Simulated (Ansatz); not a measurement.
# TiAl (P1) in Ansatz: convergence with k mesh

Aim: find how far k mesh must go before the results for TiAl settle, at r2SCAN. This setting moves, with any that are tied to it; all else stays.

Program: Ansatz 0.2.0. These are calculated values, not measurements. Logs are shortened: lines on timing, memory, paths and dates and some standing lists are left out, and cuts for length are marked.

### 1 The cell of the first run

The typed cell holds 2 atoms: a = 2.867 Å, b = 2.867 Å, c = 4.678 Å, α = 90.00°, β = 90.00°, γ = 120.00°.

The cell comes from a database or a generator and needn't be the stable form of this composition.

The cell isn't the ideal one: atoms moved at random, drawn with an rms of 0.05 Å.

### 2 With k mesh 3 × 3 × 2

The input, input.yaml:

```yaml
crystal:
  lattice:
    - [2.8672622327, 0.0, 0.0]
    - [-1.4336311163, 2.4831219328, 0.0]
    - [0.0, 0.0, 4.678083]
  atoms:
    - { symbol: Ti, position: [-0.009755, 0.004856, 0.01131] }
    - { symbol: Al, position: [0.348123, 0.662687, 0.516325] }
hamiltonian:
  xc: r2scan
  pseudopotentials: { kind: paw }
kpoints:
  mp_grid: { grid: [3, 3, 2] }
scf:
  occupations: { method: fermi_dirac, width: 0.05 }
output:
  forces: true
  stress: true
  eigenvalues: true
```

Potentials or basis: Ansatz PAW.

On the command line:

```sh
$ ansatz run input.yaml --threads 2 --pin off --max-ram 5632MiB --backend cpu --events-out ev --progress --plain --runs-dir out
```

What it wrote:

```text
Warning: RAYON_NUM_THREADS=2 ignored (pool sized by the plan → 2); use --threads N
Engine: ansatz 0.2.0, aarch64-unknown-linux-gnu
Pseudopotentials: kind: paw
Pseudopotential: Ti, paw, valence charge 12, recommended cutoff 500 eV (meta_gga), Ti.paw.azcp
Pseudopotential: Al, paw, valence charge 3, recommended cutoff 500 eV (meta_gga), Al.paw.azcp
Functional definition: r2SCAN
  parameter k0 = 0.174
  parameter k1 = 0.065
  parameter a1 = 4.9479
  exchange = r2scan_x(k0 = k0, k1 = k1, a1 = a1)
  correlation = r2scan_c
Crystal: 2 atoms, lattice volume = 33.307 Å³
Basis set: ecut = 500 eV, 833 PW (Γ), exchange–correlation on 96×96×144 points (64 copies of the dense FFT grid, shifted against one another)
Bands: 12, of which v1, the nominal top of the filled ones, is band 8 counted from 1 (7 counted from 0)
Symmetry: 1 space group operations
Space group: P1 (ITA 1), of the structure as read, at distance tolerance 3.2e-5 Å
k-points: 10 of 18 (time reversal used)
Non-local potential: Ti, projectors of the file, l = 0: 3, l = 1: 2, l = 2: 3, l = 3: 1
Non-local potential: Al, projectors of the file, l = 0: 2, l = 1: 2, l = 2: 1
PAW form: soft (Blöchl's): semilocal exchange-correlation on the pseudo side does not see the compensation charge
PAW frozen core: Ti, regenerated for the run's functional (the file was generated under x = pbe(κ = 0.804, μ = 0.2195149727645171), c = pbe(β = 0.06672455060314922))
PAW frozen core: Al, regenerated for the run's functional (the file was generated under x = pbe(κ = 0.804, μ = 0.2195149727645171), c = pbe(β = 0.06672455060314922))
PAW one-centre angular grid: Ti, 590 points (default); XC on 160 Gauss nodes
PAW one-centre angular grid: Al, 302 points (default); XC on 160 Gauss nodes
Initial density: superposition of atomic densities (neutral atoms: chi_scale 0, normalization atom), corrected by the library's trained network
Initial wavefunctions: pseudopotential atomic-orbital guess
Functional: x = r2scan, c = r2scan; τ floored in thin density (d = 2e-4 eV/Å³)
SCF iter   1: F=—  HF=-3044.943958 eV  |F-HF|=—  |Δ(HF+E_count)|=         —  Δρ=1.92e-2  dr2=2.04e-1  dr2_τ=1.44e-2  ethr=1.77e-3  ⟨swp⟩=5.1  Hψ=623  notcnv=0
preconditioner: auto → none  [metal: Δε(μ)=0.014 eV  Ē_g=5.424 eV  σ=0.050 eV  W_gap=0.07  n_scr=2 (ndim 8)  ℏωp=17.0 eV  f_vac=0.000  D(μ)=9.38/eV (n_scr^D=196)  sad-step TF]
SCF iter   2: F=—  HF=-3044.958197 eV  |F-HF|=—  |Δ(HF+E_count)|=   1.42e-2  Δρ=8.11e-3  dr2=1.47e-2  dr2_τ=3.19e-3  ethr=1.36e-3  ⟨swp⟩=2.1  Hψ=244  notcnv=0  defer=2
SCF iter   3: F=—  HF=-3044.958781 eV  |F-HF|=—  |Δ(HF+E_count)|=   5.84e-4  Δρ=4.20e-3  dr2=8.19e-3  dr2_τ=1.75e-4  ethr=9.83e-5  ⟨swp⟩=2.4  Hψ=187  notcnv=0  defer=2
SCF iter   4: F=—  HF=-3044.959985 eV  |F-HF|=—  |Δ(HF+E_count)|=   1.20e-3  Δρ=2.69e-3  dr2=4.03e-3  dr2_τ=1.12e-4  ethr=5.46e-5  ⟨swp⟩=2.6  Hψ=192  notcnv=0  defer=2
SCF iter   5: F=—  HF=-3044.959531 eV  |F-HF|=—  |Δ(HF+E_count)|=   4.53e-4  Δρ=1.15e-3  dr2=3.63e-4  dr2_τ=5.35e-6  ethr=2.69e-5  ⟨swp⟩=1.0  Hψ=118  notcnv=0  defer=2
SCF iter   6: F=—  HF=-3044.959577 eV  |F-HF|=—  |Δ(HF+E_count)|=   4.59e-5  Δρ=4.42e-4  dr2=6.24e-5  dr2_τ=8.89e-7  ethr=2.42e-6  ⟨swp⟩=1.0  Hψ=118  notcnv=0  defer=2
SCF iter   7: F=—  HF=-3044.959588 eV  |F-HF|=—  |Δ(HF+E_count)|=   1.06e-5  Δρ=1.67e-4  dr2=4.25e-6  dr2_τ=1.23e-7  ethr=4.16e-7  ⟨swp⟩=2.0  Hψ=147  notcnv=0  defer=2
SCF iter   8: F=—  HF=-3044.959591 eV  |F-HF|=—  |Δ(HF+E_count)|=   3.61e-6  Δρ=4.17e-5  dr2=4.08e-7  dr2_τ=1.71e-8  ethr=2.84e-8  ⟨swp⟩=2.9  Hψ=199  notcnv=0  defer=2
SCF iter   9: F=-3044.959591 eV  HF=-3044.959591 eV  |F-HF|=4.36e-8  |Δ(HF+E_count)|=   1.33e-7  Δρ=1.44e-5  dr2=9.01e-8  dr2_τ=1.15e-9  ethr=6.67e-10  ⟨swp⟩=5.7  Hψ=529  notcnv=0
SCF 1 converged in 9 iterations: F = -3044.959591 eV  dr2 = 9.01e-8
SCF converged after 9 iterations
Free energy (F): -3044.959591 eV
Harris-Foulkes:  -3044.959591 eV  (|F-HF|=4.36e-8)
Internal energy: -3044.894289 eV  (E = F + TS)
E sigma→0 (E₀):  -3044.926940 eV
Entropy (-TS):   -0.065302 eV (-32.651 meV/atom)
Fermi energy:    10.376441 eV
--- Per-component energies (eV) ---
  E_band       = -182.843069
  E_kinetic    = 296.445323
  E_local      = -1154.366340  (includes V_loc(G=0)·N_el)
  E_nonlocal   = 17.542289
  E_hartree    = 497.657621
  E_xc         = -129.709876
  E_vxc        = -164.080442  (∫ρ·V_xc dr)
  E_paw        = -1530.246769  (= ΣΔE_a)
  E_vpaw       = -184.079286  (= ΣTr[D̂ρ^β])
  E_aug_tail   = 0.000093  (compensation charges beyond the density's cutoff)
  E_vtau       = 10.371681  (kinetic-family band-sum trace: ∫τ·v_τ [+ j·A + Jᵃ·Aᵃ] dr)
  E_ewald      = -1041.903063
  E_core_change = -0.313565  (= ΣΔE_core)
  E_smearing   = -0.065302  (= −TS)
  E_closure    = -0.000000  (closes the sum)
  Σ components = -3044.959591   (vs F -3044.959591, Δ=0.00e0)
--- Forces (eV/Å), atoms counted from 1 ---
  atom   1  Ti     0.08308703     0.00391202     0.08160424
  atom   2  Al    -0.08308770    -0.00390457    -0.08162673
  max |Σ_I F_I| component: 2.25e-5 eV/Å
--- Stress (GPa, compression-positive) ---
       -1.975692       4.062418       0.032668
        4.062414       0.475407      -0.011255
        0.032666      -0.011254      -2.853688
  P = ⅓ Tr σ = -1.4513 GPa (-14.513 kbar)
--- Band table (eV; the first three rows and the last of 10) ---
  k-point 0: bands = ["-48.3827", "-23.6837", "-23.2273", "-23.1962", "0.9931", "8.0215", "8.3551", "11.8958", "11.9105", "13.4434", "13.5230", "14.7059"]
  k-point 1: bands = ["-48.3826", "-23.6886", "-23.2272", "-23.1961", "1.9405", "4.7836", "10.0537", "11.9099", "11.9259", "13.3693", "13.4424", "17.5405"]
  k-point 2: bands = ["-48.3080", "-23.6652", "-23.6094", "-23.3179", "3.8003", "8.7272", "9.4146", "10.3880", "12.9612", "13.8124", "14.1785", "14.4756"]
  k-point 9: bands = ["-48.3078", "-23.6824", "-23.6129", "-23.3006", "4.3681", "7.4997", "10.3425", "10.4540", "11.6285", "12.7402", "13.8230", "14.9320"]
```

Run time: 1.7 s. Hardware: 2 threads of Arm Neoverse V2, shared host; peak memory 0.35 GiB.

Results:

```
Free energy            : -3044.9596 eV
Pressure               : -1.5 GPa
Largest force          : 0.117 eV/Å
Band gap on the k mesh : none (metal or under the smearing width)
```

### 3 With k mesh 4 × 4 × 2

Edit input.yaml of step 2 so:

```diff
@@ -12,3 +12,3 @@
 kpoints:
-  mp_grid: { grid: [3, 3, 2] }
+  mp_grid: { grid: [4, 4, 2] }
 scf:
```

Potentials or basis: Ansatz PAW.

On the command line:

```sh
$ ansatz run input.yaml --threads 2 --pin off --max-ram 5632MiB --backend cpu --events-out ev --progress --plain --runs-dir out
```

Wall time 1.8 s (2 threads of Arm Neoverse V2, shared host); peak memory 0.36 GiB.

Results:

```yaml
Free_energy: -3045.1634 eV
Pressure: -1.4 GPa
Largest_force: 0.233 eV/Å
Band_gap_on_the_k_mesh: none (metal or under the smearing width)
```

### 4 With k mesh 5 × 5 × 3

Edit input.yaml of step 3 so:

```diff
@@ -12,3 +12,3 @@
 kpoints:
-  mp_grid: { grid: [4, 4, 2] }
+  mp_grid: { grid: [5, 5, 3] }
 scf:
```

On the command line:

```sh
$ ansatz run input.yaml --threads 2 --pin off --max-ram 5632MiB --backend cpu --events-out ev --progress --plain --runs-dir out
```

It took 2.5 s on 2 threads of Arm Neoverse V2, shared host; peak memory 0.38 GiB.

Results:

```yaml
Free_energy: -3045.3288 eV
Pressure: -0.4 GPa
Largest_force: 0.245 eV/Å
Band_gap_on_the_k_mesh: none (metal or under the smearing width)
```

### 5 With k mesh 6 × 6 × 3

Edit input.yaml of step 4 so:

```diff
@@ -12,3 +12,3 @@
 kpoints:
-  mp_grid: { grid: [5, 5, 3] }
+  mp_grid: { grid: [6, 6, 3] }
 scf:
```

On the command line:

```sh
$ ansatz run input.yaml --threads 2 --pin off --max-ram 5632MiB --backend cpu --events-out ev --progress --plain --runs-dir out
```

Run time: 2.9 s. Hardware: 2 threads of Arm Neoverse V2, shared host; peak memory 0.4 GiB.

Results:

* Free energy: -3045.3218 eV
* Pressure: -0.7 GPa
* Largest force: 0.245 eV/Å
* Band gap on the k mesh: none (metal or under the smearing width)

### 6 With k mesh 8 × 8 × 4

Edit input.yaml of step 5 so:

```diff
@@ -12,3 +12,3 @@
 kpoints:
-  mp_grid: { grid: [6, 6, 3] }
+  mp_grid: { grid: [8, 8, 4] }
 scf:
```

Potentials or basis: Ansatz PAW.

On the command line:

```sh
$ ansatz run input.yaml --threads 2 --pin off --max-ram 5632MiB --backend cpu --events-out ev --progress --plain --runs-dir out
```

Run time: 4.9 s. Hardware: 2 threads of Arm Neoverse V2, shared host; peak memory 0.45 GiB.

Results (log left out):

```
Free energy            : -3045.3155 eV
Pressure               : -1.0 GPa
Largest force          : 0.235 eV/Å
Band gap on the k mesh : none (metal or under the smearing width)
```

### 7 With k mesh 10 × 10 × 5

Edit input.yaml of step 6 so:

```diff
@@ -12,3 +12,3 @@
 kpoints:
-  mp_grid: { grid: [8, 8, 4] }
+  mp_grid: { grid: [10, 10, 5] }
 scf:
```

On the command line:

```sh
$ ansatz run input.yaml --threads 2 --pin off --max-ram 5632MiB --backend cpu --events-out ev --progress --plain --runs-dir out
```

It took 8.3 s on 2 threads of Arm Neoverse V2, shared host; peak memory 0.52 GiB.

It converged, with:

```
Free energy            : -3045.3340 eV
Pressure               : -1.0 GPa
Largest force          : 0.239 eV/Å
Band gap on the k mesh : none (metal or under the smearing width)
```

### 8 With k mesh 12 × 12 × 7

Edit input.yaml of step 7 so:

```diff
@@ -12,3 +12,3 @@
 kpoints:
-  mp_grid: { grid: [10, 10, 5] }
+  mp_grid: { grid: [12, 12, 7] }
 scf:
```

On the command line:

```sh
$ ansatz run input.yaml --threads 2 --pin off --max-ram 5632MiB --backend cpu --events-out ev --progress --plain --runs-dir out
```

Run time: 16 s. Hardware: 2 threads of Arm Neoverse V2, shared host; peak memory 0.66 GiB.

The run converged. Its results:

* Free energy: -3045.3215 eV
* Pressure: -1.0 GPa
* Largest force: 0.238 eV/Å
* Band gap on the k mesh: none (metal or under the smearing width)

### 9 With k mesh 15 × 15 × 8

Edit input.yaml of step 8 so:

```diff
@@ -12,3 +12,3 @@
 kpoints:
-  mp_grid: { grid: [12, 12, 7] }
+  mp_grid: { grid: [15, 15, 8] }
 scf:
```

Potentials or basis: Ansatz PAW.

On the command line:

```sh
$ ansatz run input.yaml --threads 2 --pin off --max-ram 5632MiB --backend cpu --events-out ev --progress --plain --runs-dir out
```

Run time: 28 s. Hardware: 2 threads of Arm Neoverse V2, shared host; peak memory 0.88 GiB.

It converged, with:

```yaml
Free_energy: -3045.3248 eV
Pressure: -1.0 GPa
Largest_force: 0.239 eV/Å
Band_gap_on_the_k_mesh: none (metal or under the smearing width)
```

### 10 With k mesh 17 × 17 × 9

Edit input.yaml of step 9 so:

```diff
@@ -12,3 +12,3 @@
 kpoints:
-  mp_grid: { grid: [15, 15, 8] }
+  mp_grid: { grid: [17, 17, 9] }
 scf:
```

On the command line:

```sh
$ ansatz run input.yaml --threads 2 --pin off --max-ram 5632MiB --backend cpu --events-out ev --progress --plain --runs-dir out
```

It took 39 s on 2 threads of Arm Neoverse V2, shared host; peak memory 1.1 GiB.

The run converged. Its results:

| Quantity | Value |
| --- | --- |
| Free energy | -3045.3266 eV |
| Pressure | -1.0 GPa |
| Largest force | 0.242 eV/Å |
| Band gap on the k mesh | none (metal or under the smearing width) |

### 11 Summary

```csv
k mesh,"energy less the tightest run, at zero smearing (meV/atom)",pressure (GPa),largest force (eV/Å),SCF cycles,CPU time (s),peak memory (GiB)
3 × 3 × 2,195.29,-1.45,0.117,9,3.3,0.35
4 × 4 × 2,83.67,-1.36,0.233,8,3.5,0.36
5 × 5 × 3,-0.70,-0.38,0.245,8,4.9,0.38
6 × 6 × 3,4.39,-0.67,0.245,7,5.6,0.4
8 × 8 × 4,6.14,-0.95,0.235,7,9.7,0.45
10 × 10 × 5,-3.65,-1.02,0.239,7,16,0.52
12 × 12 × 7,3.14,-1.03,0.238,8,32,0.66
15 × 15 × 8,1.58,-1.02,0.239,7,55,0.88
17 × 17 × 9,0.00,-0.97,0.242,7,77,1.1
```

Against the tightest run, the pressure stays within 0.1 GPa from 8 × 8 × 4 on; the largest force stays within 0.005 eV/Å from 10 × 10 × 5 on. Not settled before the last step: the energy (to 1 meV/atom). Meshes of other sizes hit other points, so gaps and Fermi surfaces needn't settle smoothly. The tightest run that finished is the yardstick and may itself not be fully converged.

Caveats: the PAW data sets come from PBE, with cores solved anew for the run's functional, which leaves a small shift of forces and pressure.
